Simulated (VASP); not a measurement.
# CdTe (F-43m) in VASP: notebook

Runs on CdTe. Level: PBEsol. Tasks: relaxation of cell and atoms.

All numbers are computed with VASP 6.6.1; they aren't measurements. Logs are shortened: lines on timing, memory, paths and dates and some standing lists are left out, and cuts for length are marked.

### Step 1. The structure

Symmetry: F-43m, No. 216, cubic system. Conventional cell: a = 6.410 Å, b = 6.410 Å, c = 6.410 Å, α = 90.00°, β = 90.00°, γ = 90.00°. Cd (site symmetry -43m) has 4 Te at 2.78 Å as nearest neighbours. Te (site symmetry -43m) has 4 Cd at 2.78 Å as nearest neighbours.

### Step 2. Relaxation of cell and atoms, PBEsol

File INCAR:

```
SYSTEM = CdTe
  PREC = Accurate
  ENCUT = 600
  EDIFF = 1E-6
  ISMEAR = 0
  SIGMA = 0.03
  LREAL = .FALSE.
  LASPH = .TRUE.
  NELM = 80
  ALGO = Normal
  ISIF = 3
  LWAVE = .FALSE.
  LCHARG = .FALSE.
  GGA = PS
  IBRION = 2
  NSW = 90
  EDIFFG = -0.01
```

File KPOINTS:

```
Automatic mesh
0
G
  8 8 8
  0 0 0
```

File POSCAR:

```
CdTe
1.0
    0.0000000000      3.2050000000      3.2050000000
    3.2050000000      0.0000000000      3.2050000000
    3.2050000000      3.2050000000      0.0000000000
Cd Te
1 1
Direct
    0.0000000000      0.0000000000      0.0000000000
    0.2500000000      0.2500000000      0.2500000000
```

Potentials or basis: VASP PAW PBE potentials, release 64 (Cd, Te).

Launch:

```bash
$ cat potpaw_PBE.64/Cd/POTCAR potpaw_PBE.64/Te/POTCAR > POTCAR
$ mpirun -np 1 vasp_std > vasp.out
```

OUTCAR:

```text
SYSTEM = CdTe
   PREC = Accurate
   ENCUT = 600
   EDIFF = 1E-6
   ISMEAR = 0
   LREAL = .FALSE.
   LASPH = .TRUE.
   NELM = 80
   ISIF = 3
   GGA = PS
   IBRION = 2
   NSW = 90
   EDIFFG = -0.01

 ion  position               nearest neighbor table
   1  0.000  0.000  0.000-   2 2.78   2 2.78   2 2.78   2 2.78
   2  0.250  0.250  0.250-   1 2.78   1 2.78   1 2.78   1 2.78

  LATTYP: Found a face centered cubic cell.
 ALAT       =     6.4100000000

  Lattice vectors:

 A1 = (   0.0000000000,   3.2050000000,   3.2050000000)
 A2 = (   3.2050000000,   0.0000000000,   3.2050000000)
 A3 = (   3.2050000000,   3.2050000000,   0.0000000000)

Analysis of symmetry for initial positions (statically):
=====================================================================
 Subroutine PRICEL returns:
 Original cell was already a primitive cell.

 Routine SETGRP: Setting up the symmetry group for a
 face centered cubic supercell.

 Subroutine GETGRP returns: Found 24 space group operations
 (whereof 24 operations were pure point group operations)
 out of a pool of 48 trial point group operations.

The static configuration has the point symmetry T_d .

Analysis of symmetry for dynamics (positions and initial velocities):
=====================================================================
 Subroutine PRICEL returns:
 Original cell was already a primitive cell.

 Routine SETGRP: Setting up the symmetry group for a
 face centered cubic supercell.

 Subroutine GETGRP returns: Found 24 space group operations
 (whereof 24 operations were pure point group operations)
 out of a pool of 48 trial point group operations.

The dynamic configuration has the point symmetry T_d .

 Subroutine INISYM returns: Found 24 space group operations
 (whereof 24 operations are pure point group operations),
 and found     1 'primitive' translations

----------------------------------------------------------------------------------------

                                     Primitive cell

  volume of cell :      65.8437

  direct lattice vectors                    reciprocal lattice vectors
     0.000000000  3.205000000  3.205000000    -0.156006240  0.156006240  0.156006240
     3.205000000  0.000000000  3.205000000     0.156006240 -0.156006240  0.156006240
     3.205000000  3.205000000  0.000000000     0.156006240  0.156006240 -0.156006240

  length of vectors
     4.532554467  4.532554467  4.532554467     0.270210734  0.270210734  0.270210734

  position of ions in fractional coordinates (direct lattice)
     0.000000000  0.000000000  0.000000000
     0.250000000  0.250000000  0.250000000

  ion indices of the primitive-cell ions
   primitive index   ion index
                 1           1
                 2           2

----------------------------------------------------------------------------------------

 KPOINTS: Automatic mesh

Automatic generation of k-mesh.
 Grid dimensions read from file:
 generate k-points for:    8    8    8

 Generating k-lattice:

  Cartesian coordinates                     Fractional coordinates (reciprocal lattice)
    -0.019500780  0.019500780  0.019500780     0.125000000  0.000000000  0.000000000
     0.019500780 -0.019500780  0.019500780     0.000000000  0.125000000  0.000000000
     0.019500780  0.019500780 -0.019500780     0.000000000  0.000000000  0.125000000

  Length of vectors
     0.033776342  0.033776342  0.033776342

  Shift w.r.t. Gamma in fractional coordinates (k-lattice)
     0.000000000  0.000000000  0.000000000

 Subroutine IBZKPT returns following result:
 ===========================================

 Found     29 irreducible k-points:

 Following reciprocal coordinates:
            Coordinates               Weight
  0.000000  0.000000  0.000000      1.000000
  0.125000  0.000000  0.000000      8.000000
  0.250000  0.000000  0.000000      8.000000
  0.375000  0.000000  0.000000      8.000000
  0.500000  0.000000  0.000000      4.000000
  0.125000  0.125000  0.000000      6.000000
[... 16 lines left out ...]
  0.500000  0.250000  0.125000     48.000000
 -0.375000  0.250000  0.125000     24.000000
 [... further k-points ...]
   k-points           NKPTS =     29   k-points in BZ     NKDIM =     29   number of bands    NBANDS=     13
   number of dos      NEDOS =    301   number of ions     NIONS =      2
   total plane-waves  NPLWV =  46656
   dimension x,y,z NGX =    36 NGY =   36 NGZ =   36
   dimension x,y,z NGXF=    72 NGYF=   72 NGZF=   72
   ions per type =               1   1
   NGX,Y,Z   is equivalent  to a cutoff of  13.20, 13.20, 13.20 a.u.
   NGXF,Y,Z  is equivalent  to a cutoff of  26.41, 26.41, 26.41 a.u.
 SYSTEM =  CdTe
   PREC   = accura    normal or accurate (medium, high low for compatibility)
   ISTART =      0    job   : 0-new  1-cont  2-samecut
   ICHARG =      2    charge: 1-file 2-atom 10-const
   ISPIN  =      1    spin polarized calculation?
   LNONCOLLINEAR =      F non collinear calculations
   LSORBIT =      F    spin-orbit coupling
   LASPH  =      T    aspherical Exc in radial PAW
   ENCUT  =  600.0 eV  44.10 Ry    6.64 a.u.   9.05  9.05  9.05*2*pi/ulx,y,z
   NELM   =     80;   NELMIN=  2; NELMDL= -5     # of ELM steps
   EDIFF  = 0.1E-05   stopping-criterion for ELM
   LREAL  =      F    real-space projection
   EDIFFG = -.1E-01   stopping-criterion for IOM
   NSW    =     90    number of steps for IOM
   IBRION =      2    ionic relax: 0-MD 1-quasi-New 2-CG
   NFREE  =      1    steps in history (QN), initial steepest desc. (CG)
   ISIF   =      3    stress and relaxation
   ISYM   =      2    0-nonsym 1-usesym 2-fastsym
   POTIM  = 0.5000    time-step for ionic-motion
   TEBEG  =    0.0;   TEEND  =   0.0 temperature during run
   PSTRESS=    0.0 pullay stress
   NELECT =      18.0000    total number of electrons
   NUPDOWN=      -1.0000    fix difference up-down
   EMIN   =  10.00;   EMAX   =-10.00  energy-range for DOS
   EFERMI =   0.00;   METHOD = LEGACY
   ISMEAR =     0;   SIGMA  =   0.03  broadening in eV -4-tet -1-fermi 0-gaus
   EFERMI_NEDOS =   21; number of points for ismear=-14 and -15
   IALGO  =     38    algorithm
   IMIX   =      4    mixing-type and parameters
     AMIX     =   0.40;   BMIX     =  1.00
     AMIX_MAG =   1.60;   BMIX_MAG =  1.00
  volume/ion in A,a.u.               =      32.92       222.17
  Fermi-wavevector in a.u.,A,eV,Ry     =   1.062497  2.007828 15.359610  1.128899
  Thomas-Fermi vector in A             =   2.197950
   LORBIT       =      0    0 simple, 1 ext, 2 COOP (PROOUT), +10 PAW based schemes
   GGA     = PS    functional components
   LHFCALC =     F    Hartree Fock is set to
   AEXX    =    0.0000 exact exchange contribution
   IVDW    =     0    specifies the selected vdW correction
   LEPSILON=     F    determine dielectric tensor
   LRPA    =     F    only Hartree local field effects (RPA)
 conjugate gradient relaxation of ions
 non-spin polarized calculation
 Gauss-broadening in eV      SIGMA  =   0.03
  energy-cutoff  :      600.00
  volume of cell :       65.84
 maximum number of plane-waves:      2216
   NGX = 19   NGY = 19   NGZ = 19

--------------------------------------- Ionic step        1  -------------------------------------------

 number of electron      17.9999995 magnetization

 Free energy of the ion-electron system (eV)
  ---------------------------------------------------
  ext. energy  EPLUGINS =         0.00000000
  ---------------------------------------------------
  free energy    TOTEN  =        -5.47427619 eV

  energy without entropy =       -5.47427619  energy(sigma->0) =       -5.47427619

------------------------ aborting loop because EDIFF is reached ----------------------------------------

  FORCE on cell =-STRESS in cart. coord.  units (eV):
  Direction    XX          YY          ZZ          XY          YZ          ZX
  --------------------------------------------------------------------------------------
  -------------------------------------------------------------------------------------
  Total        0.7455023      0.7455023      0.7455023      0.0000000      0.0000000      0.0000000
  in kB       18.1403410     18.1403410     18.1403410      0.0000000      0.0000000      0.0000000
  external PRESSURE =      18.1403410 kB  Pullay stress =       0.0000000 kB
[... 57 lines left out ...]
  energy  without entropy=       -5.4872113364  energy(sigma->0) =       -5.48721134

--------------------------------------- Ionic step        3  -------------------------------------------

 number of electron      17.9999998 magnetization

 Free energy of the ion-electron system (eV)
  ---------------------------------------------------
  ext. energy  EPLUGINS =         0.00000000
  ---------------------------------------------------
  free energy    TOTEN  =        -5.48882193 eV

  energy without entropy =       -5.48882193  energy(sigma->0) =       -5.48882193

 E-fermi :   2.2768     XC(G=0):  -8.7509

 val. band max:        2.1502891744   @ k =   0.0000   0.0000   0.0000
 cond. band min:       2.7926268156   @ k =   0.0000   0.0000   0.0000
 fundamental gap:      0.6423376412
 Fermi energy:         2.2767844025

 k-point     1 :       0.0000    0.0000    0.0000
  band No.  band energies     occupation
      1      -9.0234      2.00000
      2      -6.0821      2.00000
      3      -6.0821      2.00000
      4      -6.0821      2.00000
      5      -5.8221      2.00000
      6      -5.8221      2.00000
      7       2.1503      2.00000
      8       2.1503      2.00000
      9       2.1503      2.00000
     10       2.7926      0.00000
     11       6.7009      0.00000
     12       6.7009      0.00000
     13       6.7009      0.00000
[... 353 lines left out ...]
 k-point    24 :      -0.3750    0.2500    0.1250
  band No.  band energies     occupation
      1      -8.5629      2.00000
      2      -5.9943      2.00000
      3      -5.9818      2.00000
      4      -5.8380      2.00000
      5      -5.8168      2.00000
      6      -5.3886      2.00000
      7      -2.0966      2.00000
      8       0.0760      2.00000
      9       0.8832      2.00000
     10       5.3125      0.00000
     11       6.6626      0.00000
     12       8.0610      0.00000
     13       9.2338      0.00000

 [... further k-points ...]
[... 5 lines left out ...]
  --------------------------------------------------------------------------------------
  -------------------------------------------------------------------------------------
  Total       -0.0020652     -0.0020652     -0.0020652      0.0000000      0.0000000      0.0000000
  in kB       -0.0482925     -0.0482925     -0.0482925      0.0000000      0.0000000      0.0000000
  external PRESSURE =      -0.0482925 kB  Pullay stress =       0.0000000 kB
[... 17 lines left out ...]
  FREE ENERGIE OF THE ION-ELECTRON SYSTEM (eV)
  ---------------------------------------------------
  free  energy   TOTEN  =        -5.4888219292 eV

  energy  without entropy=       -5.4888219292  energy(sigma->0) =       -5.48882193

 reached required accuracy - stopping structural energy minimisation
```

Run time: 34 s. Hardware: 1 thread of Intel Xeon 6975P-C (Granite Rapids), shared host; peak memory 0.23 GiB.

Results:

- Free energy: -5.4888 eV
- Relaxed volume: 34.26 Å³/atom
- Relaxed cell: a = 4.593 Å, b = 4.593 Å, c = 4.593 Å, α = 60.00°, β = 60.00°, γ = 60.00°
- Space group after relaxing (to 0.05 Å): F-43m (No. 216)
- Energy gained by relaxing: 7.3 meV/atom
- Ionic steps: 3
- Pressure after relaxing: 0.0 GPa
- Band gap on the k mesh: 0.64 eV, direct

Step by step:
```
step  energy change (eV)  largest force (eV/Å)  pressure (GPa)  volume (Å³)
   1              0.0000                0.0000            1.81        65.84
   2             -0.0129                0.0000           -0.54        69.46
   3             -0.0145                0.0000            0.00        68.52
```

Final structure:
```
CELL_PARAMETERS angstrom
0.00000 3.24780 3.24780
3.24780 0.00000 3.24780
3.24780 3.24780 0.00000
ATOMIC_POSITIONS crystal
Cd 0.00000 0.00000 0.00000
Te 0.25000 0.25000 0.25000
```

Caveat: the PAW data sets were made with another functional, which shifts forces and pressure a little; spin-orbit coupling is left out, which moves the levels of the heavy elements. Zero-point motion and thermal expansion aren't in these numbers.

### Step 3. Relaxation of cell and atoms, PBEsol

This run uses another cell than the first one, of 34.26 Å³/atom, 1.041 times its volume.

INCAR: that of step 2 with these lines changed.

```diff
@@ -3,3 +3,3 @@
   ENCUT = 600
-  EDIFF = 1E-6
+  EDIFF = 1E-7
   ISMEAR = 0
@@ -16,2 +16,2 @@
   NSW = 90
-  EDIFFG = -0.01
+  EDIFFG = -0.005
```

KPOINTS is that of step 2.

File POSCAR:

```
CdTe                                    
1.0
    0.0000000000      3.2477981882      3.2477981882
    3.2477981882      0.0000000000      3.2477981882
    3.2477981882      3.2477981882      0.0000000000
  Cd              Te            
     1     1
Direct
     0.0000000000000000    0.0000000000000000    0.0000000000000000
     0.2500000000000000    0.2500000000000000    0.2500000000000000
```

Potentials or basis: VASP PAW PBE potentials, release 64 (Cd, Te).

Launch:

```bash
$ cat potpaw_PBE.64/Cd/POTCAR potpaw_PBE.64/Te/POTCAR > POTCAR
$ mpirun -np 1 vasp_std > vasp.out
```

OUTCAR:

```text
SYSTEM = CdTe
   PREC = Accurate
   ENCUT = 600
   EDIFF = 1E-7
   ISMEAR = 0
   LREAL = .FALSE.
   LASPH = .TRUE.
   NELM = 80
   ISIF = 3
   GGA = PS
   IBRION = 2
   NSW = 90
   EDIFFG = -0.005

 ion  position               nearest neighbor table
   1  0.000  0.000  0.000-   2 2.81   2 2.81   2 2.81   2 2.81
   2  0.250  0.250  0.250-   1 2.81   1 2.81   1 2.81   1 2.81

  LATTYP: Found a face centered cubic cell.
 ALAT       =     6.4955963764

  Lattice vectors:

 A1 = (   0.0000000000,   3.2477981882,   3.2477981882)
 A2 = (   3.2477981882,   0.0000000000,   3.2477981882)
 A3 = (   3.2477981882,   3.2477981882,   0.0000000000)

Analysis of symmetry for initial positions (statically):
=====================================================================
 Subroutine PRICEL returns:
 Original cell was already a primitive cell.

 Routine SETGRP: Setting up the symmetry group for a
 face centered cubic supercell.

 Subroutine GETGRP returns: Found 24 space group operations
 (whereof 24 operations were pure point group operations)
 out of a pool of 48 trial point group operations.

[... 169 lines left out ...]
 fundamental gap:      0.6423703567
 Fermi energy:         2.2763351945

 k-point     1 :       0.0000    0.0000    0.0000
  band No.  band energies     occupation
      1      -9.0241      2.00000
      2      -6.0827      2.00000
      3      -6.0827      2.00000
      4      -6.0827      2.00000
      5      -5.8227      2.00000
      6      -5.8227      2.00000
      7       2.1497      2.00000
      8       2.1497      2.00000
      9       2.1497      2.00000
     10       2.7921      0.00000
     11       6.7008      0.00000
     12       6.7008      0.00000
     13       6.7008      0.00000
[... 354 lines left out ...]
  band No.  band energies     occupation
      1      -8.5636      2.00000
      2      -5.9949      2.00000
      3      -5.9824      2.00000
      4      -5.8386      2.00000
      5      -5.8174      2.00000
      6      -5.3892      2.00000
      7      -2.0970      2.00000
      8       0.0755      2.00000
      9       0.8827      2.00000
     10       5.3121      0.00000
     11       6.6619      0.00000
     12       8.0605      0.00000
     13       9.2331      0.00000

 [... further k-points ...]
[... 5 lines left out ...]
  --------------------------------------------------------------------------------------
  -------------------------------------------------------------------------------------
  Total        0.0011062      0.0011062      0.0011062      0.0000000     -0.0000000      0.0000000
  in kB        0.0258680      0.0258680      0.0258680      0.0000000     -0.0000000      0.0000000
  external PRESSURE =       0.0258680 kB  Pullay stress =       0.0000000 kB

 VOLUME and BASIS-vectors are now :
 -----------------------------------------------------------------------------
  energy-cutoff  :      600.00
  volume of cell :       68.52
      direct lattice vectors                 reciprocal lattice vectors
     0.000000000  3.247798188  3.247798188    -0.153950452  0.153950452  0.153950452
     3.247798188  0.000000000  3.247798188     0.153950452 -0.153950452  0.153950452
     3.247798188  3.247798188  0.000000000     0.153950452  0.153950452 -0.153950452

 POSITION                                       TOTAL-FORCE (eV/Angst)
 -----------------------------------------------------------------------------------
      0.00000      0.00000      0.00000        -0.000000      0.000000     -0.000000
      1.62390      1.62390      1.62390         0.000000     -0.000000      0.000000
 -----------------------------------------------------------------------------------
    total drift:                               -0.000000     -0.000000     -0.000000

  FREE ENERGIE OF THE ION-ELECTRON SYSTEM (eV)
  ---------------------------------------------------
  free  energy   TOTEN  =        -5.4895177273 eV

  energy  without entropy=       -5.4895177273  energy(sigma->0) =       -5.48951773

 reached required accuracy - stopping structural energy minimisation
```

OSZICAR:

```text
N       E                     dE             d eps       ncg     rms          rms(c)
DAV:   1     0.111290978043E+03    0.11129E+03   -0.90258E+03   754   0.134E+03
DAV:   2    -0.115289977222E+01   -0.11244E+03   -0.10750E+03   829   0.290E+02
DAV:   3    -0.570009308599E+01   -0.45472E+01   -0.45306E+01   909   0.612E+01
DAV:   4    -0.574477222384E+01   -0.44679E-01   -0.44674E-01  1027   0.537E+00
DAV:   5    -0.574495735816E+01   -0.18513E-03   -0.18513E-03   924   0.294E-01    0.537E+00
DAV:   6    -0.550791406786E+01    0.23704E+00   -0.53961E-01   854   0.102E+01    0.450E+00
DAV:   7    -0.549050441317E+01    0.17410E-01   -0.11065E-01   854   0.253E+00    0.184E+00
DAV:   8    -0.548950435498E+01    0.10001E-02   -0.96994E-03   779   0.138E+00    0.534E-01
DAV:   9    -0.548946481237E+01    0.39543E-04   -0.79255E-04   894   0.337E-01    0.118E-01
DAV:  10    -0.548949534336E+01   -0.30531E-04   -0.11732E-04   824   0.116E-01    0.551E-02
DAV:  11    -0.548951954702E+01   -0.24204E-04   -0.46740E-05   797   0.443E-02    0.314E-02
DAV:  12    -0.548951778921E+01    0.17578E-05   -0.47983E-06   894   0.167E-02    0.171E-02
DAV:  13    -0.548951772733E+01    0.61876E-07   -0.36560E-07   814   0.438E-03
   1 F= -.54895177E+01 E0= -.54895177E+01  d E =-.548952E+01
```

CONTCAR:

```text
CdTe
   1.00000000000000
     0.0000000000000000    3.2477981882000000    3.2477981882000000
     3.2477981882000000    0.0000000000000000    3.2477981882000000
     3.2477981882000000    3.2477981882000000    0.0000000000000000
  Cd              Te
     1     1
Direct
     0.0000000000000000    0.0000000000000000    0.0000000000000000
     0.2500000000000000    0.2500000000000000    0.2500000000000000

  0.00000000E+00  0.00000000E+00  0.00000000E+00
  0.00000000E+00  0.00000000E+00  0.00000000E+00
```

It took 23 s on 1 thread of Intel Xeon 6975P-C (Granite Rapids), shared host; peak memory 0.25 GiB.

What came out:

- Free energy: -5.4895 eV
- Pressure after relaxing: 0.0 GPa
- Band gap on the k mesh: 0.64 eV, direct

Final structure:
```yaml
crystal:
  lattice:
    - [0.00000, 3.24780, 3.24780]
    - [3.24780, 0.00000, 3.24780]
    - [3.24780, 3.24780, 0.00000]
  atoms:
    - { symbol: Cd, position: [0.00000, 0.00000, 0.00000] }
    - { symbol: Te, position: [0.25000, 0.25000, 0.25000] }
```

Levels at points of the mesh, in eV from the valence-band top:
| k point | band 5 | band 6 | band 7 | band 8 | band 9 | band 10 | band 11 | band 12 | band 13 |
| --- | --- | --- | --- | --- | --- | --- | --- | --- | --- |
| (0.00, 0.00, 0.00) | -7.97 | -7.97 | 0.00 | 0.00 | 0.00 | 0.64 | 4.55 | 4.55 | 4.55 |
| (0.50, 0.00, 0.00) | -7.96 | -7.63 | -4.44 | -0.77 | -0.77 | 1.73 | 5.13 | 5.13 | 6.93 |
| (0.50, 0.50, 0.00) | -7.94 | -7.50 | -4.32 | -1.86 | -1.86 | 2.51 | 2.60 | 8.69 | 9.04 |

Caveat: the relaxation stopped at its first step, so nothing moved; the PAW data sets were made with another functional, which shifts forces and pressure a little; spin-orbit coupling is left out, which moves the levels of the heavy elements.
